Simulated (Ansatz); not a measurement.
Wanted: the native input for an Ansatz 0.2.0 run.

```yaml
Task: single point
Functional: PBE
Potentials_or_basis: Ansatz PAW
Cutoff: "420 eV (not typed: the program's choice for these potentials)"
k_mesh: 8 × 8 × 8
Occupations: fermi-dirac, width 0.05 eV
Spin: collinear spin, ferromagnetic start
Starting_moments: "[0.5333333333, 0.2666666667] μB"
Fixed_moment: 0.8 μB
```

TiCo:

```
Co Ti
1.0
     2.98611    0.00000    0.00000
     0.00000    2.98611    0.00000
     0.00000    0.00000    2.98611
Co Ti
1 1
Direct
  0.50000 0.50000 0.50000
  0.00000 0.00000 0.00000
```

The cell comes from a database or a generator and needn't be the stable form of this composition.

The input as run:

input.yaml

```yaml
crystal:
  lattice:
    - [2.98611099, 0.0, 0.0]
    - [0.0, 2.98611099, 0.0]
    - [0.0, 0.0, 2.98611099]
  atoms:
    - { symbol: Co, position: [0.5, 0.5, 0.5], spin: 0.5333333333 }
    - { symbol: Ti, position: [0.0, 0.0, 0.0], spin: 0.2666666667 }
hamiltonian:
  xc: pbe
  pseudopotentials: { kind: paw }
magnetization:
  spin_polarized: true
  initial_magnetization: 0.8
  spin_locking: { lock_magnetization: hard }
kpoints:
  mp_grid: { grid: [8, 8, 8] }
scf:
  occupations: { method: fermi_dirac, width: 0.05 }
  lower_state_search: "off"
output:
  forces: true
  stress: true
  eigenvalues: true
  write_density: true
  write_potential: true
  elf: true
  volumetric_format: npy
```

Potentials or basis: Ansatz PAW.

The run is started by

```bash
$ ansatz run input.yaml --threads 2 --pin off --max-ram 5632MiB --backend cpu --events-out ev --progress --plain --runs-dir out
```

It gave:

| Quantity | Value |
| --- | --- |
| Pressure | 0.1 GPa |
| Net moment | 0.80 μB per cell |
| Absolute moment | 1.16 μB per cell |
| Site moments | Co +0.97; Ti -0.08 μB |

Caveat: the total moment is fixed, so each spin has its own Fermi level; the thresholds are loose for stress.

It took 2.4 s on 2 threads of Arm Neoverse V1, on a shared host, peak memory 0.3 GiB.
